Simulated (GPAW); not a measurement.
# TiC (Fm-3m) in GPAW: a series of runs

The runs below take TiC through single point, relaxation of cell and atoms, with PBE+D4, revPBE+D3(BJ), revPBE+D4.

Program: GPAW 26.7.0. These are calculated values, not measurements. Logs are shortened: lines on timing, memory, paths and dates and some standing lists are left out, and cuts for length are marked. The log counts tension as positive stress, the text compression.

## Step 1: The crystal as given

It takes space group Fm-3m (No. 225, cubic). The conventional cell has a = 4.331 Å, b = 4.331 Å, c = 4.331 Å, α = 90.00°, β = 90.00°, γ = 90.00°. Ti (site symmetry m-3m) is surrounded by 6 C at 2.17 Å. C (site symmetry m-3m) has 6 Ti at 2.17 Å as nearest neighbours.

The cell is a database's computed one.

## Step 2: Single point, PBE+D4 (atoms moved at random, drawn with an rms of 0.15 Å)

The input, run.py:

```python
from ase.calculators.mixing import SumCalculator
from ase.dft.bandgap import bandgap
from ase.io import read, write
from ase.units import GPa
from dftd4.ase import DFTD4
from gpaw import GPAW, PW

atoms = read('TiC.xyz')

calc = GPAW(mode=PW(800),
            xc='PBE',
            kpts={'size': (11, 11, 11), 'gamma': True},
            occupations={'name': 'improved-tetrahedron-method'},
            nbands=18,
            convergence={'density': 1e-05, 'energy': 1e-05},
            maxiter=150,
            txt='gpaw.txt')
atoms.calc = SumCalculator([calc, DFTD4(method='pbe')])
energy = atoms.get_potential_energy()
forces = atoms.get_forces()
stress = atoms.get_stress()
calc.write('gs.gpw')
write('result.traj', atoms)
print(f'Energy: {energy:.6f} eV')
print('Forces (eV/A):')
print(forces.round(4))
print('Stress (GPa):', (stress / GPa).round(3))
print('Fermi level:', round(calc.get_fermi_level(), 4), 'eV')
print(f'Gap: {bandgap(calc)[0]:.4f} eV, direct: {bandgap(calc, direct=True)[0]:.4f} eV')
```

The input, TiC.xyz:

```xyz
2
Lattice="0.0000000000 2.1657188437 2.1657188437 2.1657188437 0.0000000000 2.1657188437 2.1657188437 2.1657188437 0.0000000000" Properties=species:S:1:pos:R:3 pbc="T T T"
Ti    -0.1771189842      0.0306557502     -0.0412786012
C      2.2610927701      2.0786526147      2.0532920471
```

Potentials or basis: GPAW PAW data sets (gpaw-data 1.2.1), pw.

On the command line:

```
OMP_NUM_THREADS=1 python run.py
```

gpaw.txt:

```text
__  _  _
 | _ |_)|_||  |
 |__||  | ||/\| - 26.7.0

Input parameters:
  mode=PW(ecut=800.0),
  convergence={'density': 1e-05, 'energy': 1e-05},
  kpts=MonkhorstPack(size=(11, 11, 11), gamma=True),
  maxiter=150,
  nbands=18,
  occupations=Occupations(name='improved-tetrahedron-method'),
  xc=XC(name='PBE')

Diagonalizing LCAO Hamiltonian
Converting LCAO to pw mode

               C

       Ti

Atoms  # Å, Bohr magnetons
|   | symbol |         x |        y |         z |    initial magnetic moments |
|---|--------|-----------|----------|-----------|-----------------------------|
| 0 |     Ti | -0.177119 | 0.030656 | -0.041279 | ( 0.0000,  0.0000,  0.0000) |
| 1 |      C |  2.261093 | 2.078653 |  2.053292 | ( 0.0000,  0.0000,  0.0000) |

Unit cell  # Å
| periodic |        x |        y |        z |  lengths |    angles |
|----------|----------|----------|----------|----------|-----------|
|      yes | 0.000000 | 2.165719 | 2.165719 | 3.062789 | 60.000000 |
|      yes | 2.165719 | 0.000000 | 2.165719 | 3.062789 | 60.000000 |
|      yes | 2.165719 | 2.165719 | 0.000000 | 3.062789 | 60.000000 |

Number of symmetries: 1
Symmetry operations  # r_c * U_cc + t_c -> r_c
|   | kind |            matrix            |
|---|------|------------------------------|
| 0 |  E   |  1, 0, 0,  0, 1, 0,  0, 0, 1 |

BZ-sampling:
  Number of BZ points: 1331
  Number of IBZ points: 666

  Monkhorst-Pack size: [11, 11, 11]
  Monkhorst-Pack shift: [0, 0, 0]

K-points  # in reciprocal-cell coordinates
|     |                                coordinates |     weight |
|-----|--------------------------------------------|------------|
|   0 | (  0.00000000,   0.00000000,   0.00000000) | 0.00075131 |
|   1 | (  0.00000000,   0.00000000,   0.09090909) | 0.00150263 |
|   2 | (  0.00000000,   0.00000000,   0.18181818) | 0.00150263 |
|   3 | (  0.00000000,   0.00000000,   0.27272727) | 0.00150263 |
|   4 | (  0.00000000,   0.00000000,   0.36363636) | 0.00150263 |
|   5 | (  0.00000000,   0.00000000,   0.45454545) | 0.00150263 |
|   6 | (  0.00000000,   0.09090909,  -0.45454545) | 0.00150263 |
|   7 | (  0.00000000,   0.09090909,  -0.36363636) | 0.00150263 |
|   8 | (  0.00000000,   0.09090909,  -0.27272727) | 0.00150263 |
|   9 | (  0.00000000,   0.09090909,  -0.18181818) | 0.00150263 |
| ... |                                            |            |
| 665 | (  0.45454545,   0.45454545,   0.45454545) | 0.00150263 |

Plane wave coefficients: 1054
Cutoff: 800.0 eV

Spin-components: 1 (collinear spins)
Bands:           18
Projectors:      11
Spin-degeneracy: 2
Datatype:        complex128

Parallelization:
  kpt:    1
  domain: 1
  band:   1

Density:
  Valence electrons: 16.0
  Components: 1
  Grid points: [20 20 20]
  Charge: 0.0  # |e|

Potential:
  Grid points: [20 20 20]

species:
  Ti:
    name:    Titanium
    Z:       22.0
    valence: 12
    core:    10
    charge:  0.0  # [|e|]
    compensation charges:
      type: gauss
      rc: 0.38  # [Å]
      lmax: 2
    cutoffs:
      filter: 2.23  # [Å]
      core: 1.02  # [Å]
    projectors
    | kind |    occ | energy [eV] | rcut [Å] |
    |------|--------|-------------|----------|
    |   3s |  2.000 |     -62.623 |    1.270 |
    |   4s |  2.000 |      -4.466 |    1.270 |
    |   3p |  6.000 |     -38.862 |    1.058 |
    |   4p |  0.000 |      -1.466 |    1.058 |
    |   3d |  2.000 |      -4.258 |    1.058 |
    |    d |        |      22.953 |    1.058 |

    Using partial waves for Ti as LCAO basis

  C:
    name:    Carbon
    Z:       6.0
    valence: 4
    core:    2
    charge:  0.0  # [|e|]
    compensation charges:
      type: gauss
      rc: 0.20  # [Å]
      lmax: 2
    cutoffs:
      filter: 1.14  # [Å]
      core: 1.14  # [Å]
    projectors
    | kind |    occ | energy [eV] | rcut [Å] |
    |------|--------|-------------|----------|
    |   2s |  2.000 |     -13.751 |    0.635 |
    |   2p |  2.000 |      -5.284 |    0.635 |
    |    s |        |      13.461 |    0.635 |
    |    p |        |      21.927 |    0.635 |
    |    d |        |       0.000 |    0.635 |

    Using partial waves for C as LCAO basis

Reference energy: -24251.642397  # eV

eigensolver:
  PPCG
  Converge bands: occupied
  niter=2

density mixing:
  MSR1-Mixer
  Pratt-step length: 0.05
  Maximum mixing coefficient: 0.75
  Old densities: 10
  SVD Regularization: 0.005
  Good broyden scale: 1.0
  Trust region scale: 1.0
  Backstep threshold: 4.0
  History deletion threshold: 6.0
  Fourier metric: weight=20.0, sigma=0.015

occupation numbers:
  TetrahedronMethod(rcell=[[-0.23087022650907915, 0.23087022650907915, 0.23087022650907915], [0.23087022650907915, -0.23087022650907915, 0.23087022650907915], [0.23087022650907915, 0.23087022650907915, -0.23087022650907915]], size=[11, 11, 11], bz2ibzmap=[665, 664, 663, 662, 661, 660, 659, 658, 657, 656, 655, 654, 653, 652, 651, 650, 649, 648, 647, 646, 645, 644, 643, 642, 641, 640, 639, 638, 637, 636, 635, 634, 633, 632, 631, 630, 629, 628, 627, 626, 625, 624, 623, 622, 621, 620, 619, 618, 617, 616, 615, 614, 613, 612, 611, 610, 609, 608, 607, 606, 605, 604, 603, 602, 601, 600, 599, 598, 597, 596, 595, 594, 593, 592, 591, 590, 589, 588, 587, 586, 585, 584, 583, 582, 581, 580, 579, 578, 577, 576, 575, 574, 573, 572, 571, 570, 569, 568, 567, 566, 565, 564, 563, 562, 561, 560, 559, 558, 557, 556, 555, 554, 553, 552, 551, 550, 549, 548, 547, 546, 545, 544, 543, 542, 541, 540, 539, 538, 537, 536, 535, 534, 533, 532, 531, 530, 529, 528, 527, 526, 525, 524, 523, 522, 521, 520, 519, 518, 517, 516, 515, 514, 513, 512, 511, 510, 509, 508, 507, 506, 505, 504, 503, 502, 501, 500, 499, 498, 497, 496, 495, 494, 493, 492, 491, 490, 489, 488, 487, 486, 485, 484, 483, 482, 481, 480, 479, 478, 477, 476, 475, 474, 473, 472, 471, 470, 469, 468, 467, 466, 465, 464, 463, 462, 461, 460, 459, 458, 457, 456, 455, 454, 453, 452, 451, 450, 449, 448, 447, 446, 445, 444, 443, 442, 441, 440, 439, 438, 437, 436, 435, 434, 433, 432, 431, 430, 429, 428, 427, 426, 425, 424, 423, 422, 421, 420, 419, 418, 417, 416, 415, 414, 413, 412, 411, 410, 409, 408, 407, 406, 405, 404, 403, 402, 401, 400, 399, 398, 397, 396, 395, 394, 393, 392, 391, 390, 389, 388, 387, 386, 385, 384, 383, 382, 381, 380, 379, 378, 377, 376, 375, 374, 373, 372, 371, 370, 369, 368, 367, 366, 365, 364, 363, 362, 361, 360, 359, 358, 357, 356, 355, 354, 353, 352, 351, 350, 349, 348, 347, 346, 345, 344, 343, 342, 341, 340, 339, 338, 337, 336, 335, 334, 333, 332, 331, 330, 329, 328, 327, 326, 325, 324, 323, 322, 321, 320, 319, 318, 317, 316, 315, 314, 313, 312, 311, 310, 309, 308, 307, 306, 305, 304, 303, 302, 301, 300, 299, 298, 297, 296, 295, 294, 293, 292, 291, 290, 289, 288, 287, 286, 285, 284, 283, 282, 281, 280, 279, 278, 277, 276, 275, 274, 273, 272, 271, 270, 269, 268, 267, 266, 265, 264, 263, 262, 261, 260, 259, 258, 257, 256, 255, 254, 253, 252, 251, 250, 249, 248, 247, 246, 245, 244, 243, 242, 241, 240, 239, 238, 237, 236, 235, 234, 233, 232, 231, 230, 229, 228, 227, 226, 225, 224, 223, 222, 221, 220, 219, 218, 217, 216, 215, 214, 213, 212, 211, 210, 209, 208, 207, 206, 205, 204, 203, 202, 201, 200, 199, 198, 197, 196, 195, 194, 193, 192, 191, 190, 189, 188, 187, 186, 185, 184, 183, 182, 181, 180, 179, 178, 177, 176, 175, 174, 173, 172, 171, 170, 169, 168, 167, 166, 165, 164, 163, 162, 161, 160, 159, 158, 157, 156, 155, 154, 153, 152, 151, 150, 149, 148, 147, 146, 145, 144, 143, 142, 141, 140, 139, 138, 137, 136, 135, 134, 133, 132, 131, 130, 129, 128, 127, 126, 125, 124, 123, 122, 121, 120, 119, 118, 117, 116, 115, 114, 113, 112, 111, 110, 109, 108, 107, 106, 105, 104, 103, 102, 101, 100, 99, 98, 97, 96, 95, 94, 93, 92, 91, 90, 89, 88, 87, 86, 85, 84, 83, 82, 81, 80, 79, 78, 77, 76, 75, 74, 73, 72, 71, 70, 69, 68, 67, 66, 65, 64, 63, 62, 61, 60, 59, 58, 57, 56, 55, 54, 53, 52, 51, 50, 49, 48, 47, 46, 45, 44, 43, 42, 41, 40, 39, 38, 37, 36, 35, 34, 33, 32, 31, 30, 29, 28, 27, 26, 25, 24, 23, 22, 21, 20, 19, 18, 17, 16, 15, 14, 13, 12, 11, 10, 9, 8, 7, 6, 5, 4, 3, 2, 1, 0, 1, 2, 3, 4, 5, 6, 7, 8, 9, 10, 11, 12, 13, 14, 15, 16, 17, 18, 19, 20, 21, 22, 23, 24, 25, 26, 27, 28, 29, 30, 31, 32, 33, 34, 35, 36, 37, 38, 39, 40, 41, 42, 43, 44, 45, 46, 47, 48, 49, 50, 51, 52, 53, 54, 55, 56, 57, 58, 59, 60, 61, 62, 63, 64, 65, 66, 67, 68, 69, 70, 71, 72, 73, 74, 75, 76, 77, 78, 79, 80, 81, 82, 83, 84, 85, 86, 87, 88, 89, 90, 91, 92, 93, 94, 95, 96, 97, 98, 99, 100, 101, 102, 103, 104, 105, 106, 107, 108, 109, 110, 111, 112, 113, 114, 115, 116, 117, 118, 119, 120, 121, 122, 123, 124, 125, 126, 127, 128, 129, 130, 131, 132, 133, 134, 135, 136, 137, 138, 139, 140, 141, 142, 143, 144, 145, 146, 147, 148, 149, 150, 151, 152, 153, 154, 155, 156, 157, 158, 159, 160, 161, 162, 163, 164, 165, 166, 167, 168, 169, 170, 171, 172, 173, 174, 175, 176, 177, 178, 179, 180, 181, 182, 183, 184, 185, 186, 187, 188, 189, 190, 191, 192, 193, 194, 195, 196, 197, 198, 199, 200, 201, 202, 203, 204, 205, 206, 207, 208, 209, 210, 211, 212, 213, 214, 215, 216, 217, 218, 219, 220, 221, 222, 223, 224, 225, 226, 227, 228, 229, 230, 231, 232, 233, 234, 235, 236, 237, 238, 239, 240, 241, 242, 243, 244, 245, 246, 247, 248, 249, 250, 251, 252, 253, 254, 255, 256, 257, 258, 259, 260, 261, 262, 263, 264, 265, 266, 267, 268, 269, 270, 271, 272, 273, 274, 275, 276, 277, 278, 279, 280, 281, 282, 283, 284, 285, 286, 287, 288, 289, 290, 291, 292, 293, 294, 295, 296, 297, 298, 299, 300, 301, 302, 303, 304, 305, 306, 307, 308, 309, 310, 311, 312, 313, 314, 315, 316, 317, 318, 319, 320, 321, 322, 323, 324, 325, 326, 327, 328, 329, 330, 331, 332, 333, 334, 335, 336, 337, 338, 339, 340, 341, 342, 343, 344, 345, 346, 347, 348, 349, 350, 351, 352, 353, 354, 355, 356, 357, 358, 359, 360, 361, 362, 363, 364, 365, 366, 367, 368, 369, 370, 371, 372, 373, 374, 375, 376, 377, 378, 379, 380, 381, 382, 383, 384, 385, 386, 387, 388, 389, 390, 391, 392, 393, 394, 395, 396, 397, 398, 399, 400, 401, 402, 403, 404, 405, 406, 407, 408, 409, 410, 411, 412, 413, 414, 415, 416, 417, 418, 419, 420, 421, 422, 423, 424, 425, 426, 427, 428, 429, 430, 431, 432, 433, 434, 435, 436, 437, 438, 439, 440, 441, 442, 443, 444, 445, 446, 447, 448, 449, 450, 451, 452, 453, 454, 455, 456, 457, 458, 459, 460, 461, 462, 463, 464, 465, 466, 467, 468, 469, 470, 471, 472, 473, 474, 475, 476, 477, 478, 479, 480, 481, 482, 483, 484, 485, 486, 487, 488, 489, 490, 491, 492, 493, 494, 495, 496, 497, 498, 499, 500, 501, 502, 503, 504, 505, 506, 507, 508, 509, 510, 511, 512, 513, 514, 515, 516, 517, 518, 519, 520, 521, 522, 523, 524, 525, 526, 527, 528, 529, 530, 531, 532, 533, 534, 535, 536, 537, 538, 539, 540, 541, 542, 543, 544, 545, 546, 547, 548, 549, 550, 551, 552, 553, 554, 555, 556, 557, 558, 559, 560, 561, 562, 563, 564, 565, 566, 567, 568, 569, 570, 571, 572, 573, 574, 575, 576, 577, 578, 579, 580, 581, 582, 583, 584, 585, 586, 587, 588, 589, 590, 591, 592, 593, 594, 595, 596, 597, 598, 599, 600, 601, 602, 603, 604, 605, 606, 607, 608, 609, 610, 611, 612, 613, 614, 615, 616, 617, 618, 619, 620, 621, 622, 623, 624, 625, 626, 627, 628, 629, 630, 631, 632, 633, 634, 635, 636, 637, 638, 639, 640, 641, 642, 643, 644, 645, 646, 647, 648, 649, 650, 651, 652, 653, 654, 655, 656, 657, 658, 659, 660, 661, 662, 663, 664, 665], parallel_layout=<1x1x1>)

poisson solver:
  ecut: 6400.0  # eV

xc functional:
  name: PBE with 2 nearest neighbor stencil

convergence criteria:
[... 6 lines left out ...]
|iter     | |      energy | eigst |  dens |
|---------|-|-------------|-------|-------|
|iter:   1| |  -19.571600 | -0.36 |       |
|iter:   2| |  -18.701707 | -2.43 | -0.78 |
|iter:   3| |  -17.163216 | -1.25 | -0.86 |
|iter:   4| |  -17.129197 | -2.60 | -1.54 |
|iter:   5| |  -17.136770 | -3.17 | -1.78 |
|iter:   6| |  -17.137234 | -3.83 | -2.29 |
|iter:   7| |  -17.137259 | -5.30 | -2.99 |
|iter:   8| |  -17.137260c| -6.69 | -3.85 |
|iter:   9| |  -17.137260c| -7.65c| -4.26 |
|iter:  10| |  -17.137260c| -8.32c| -5.10c|

Converged in 10 steps
Energy contributions relative to reference atoms: (reference = -24251.642397)

Energy contributions:
  Kinetic:          20.533795
  Coulomb:         -20.602596
  Zero:              0.095064
  External:          0.000000
  Xc:              -17.163523
  Entropy:           0.000000
  Spinorbit:         0.000000
  ----------------------------
  Free energy:     -17.137260
  Extrapolated:    -17.137260

dipole moment: (12.104251, 0.270668, -0.450678)  # |e|*Ang

Fermi level: 10.147
Eigenvalues  # (at kpt = [0.000, 0.000, 0.000])
| band index |      eig [eV] | occ [0-2] |
|------------|---------------|-----------|
|          0 |       -46.293 |     2.000 |
|          1 |       -22.364 |     2.000 |
|          2 |       -22.358 |     2.000 |
|          3 |       -22.356 |     2.000 |
|          4 |        -2.093 |     2.000 |
|          5 |         9.454 |     2.000 |
[... 8 lines left out ...]
|         14 |        23.902 |     0.000 |
|         15 |        29.862 |     0.000 |
|        ... |               |           |
|         17 |        30.225 |     0.000 |

Gap: 0.040 eV
Transition (v -> c):
  (s=0, k=10, n=7, [0.00, 0.09, -0.09]) -> (s=0, k=36, n=8, [0.00, 0.27, 0.27])
Direct/indirect transitions are different
Direct gap: 0.474 eV
Transition at: (s=0, k=50, n=7, [0.00, 0.45, -0.45])

Forces  # eV/Ang
|        x |        y |        z |
|----------|----------|----------|
|  2.91546 | -0.78671 | -0.41728 |  # Ti   0
| -2.91524 |  0.78659 |  0.41722 |  # C    1

Stress tensor  # eV/Ang^3
|         x |         y |         z |
|-----------|-----------|-----------|
| -0.170263 | -0.024156 | -0.015132 |
| -0.024156 | -0.037587 |  0.007101 |
| -0.015132 |  0.007101 | -0.020113 |

# Writing to gs.gpw (mode='')
```

Run time: 3.2 min. Hardware: 1 thread of Arm Neoverse V1, shared host; peak memory 0.51 GiB.

What came out:

| Property | Result |
| --- | --- |
| Free energy | -17.6946 eV |
| Pressure | 7.4 GPa |
| Largest force | 3.020 eV/Å |
| Band gap on the k mesh | 0.04 eV, indirect (least direct gap 0.47 eV) |
| Dispersion energy per atom | -0.279 eV |

Forces in eV/Å, atoms in the order of the input:
```
Ti   2.890 -0.776 -0.411
C   -2.890  0.775  0.410
```

Caveat: an odd mesh through Γ misses points on the zone boundary, where band edges often lie; forces of over 1 eV/Å show positions far from the minimum, so gaps and moduli don't describe the material at rest.

(Continued in part 2 of 2.)
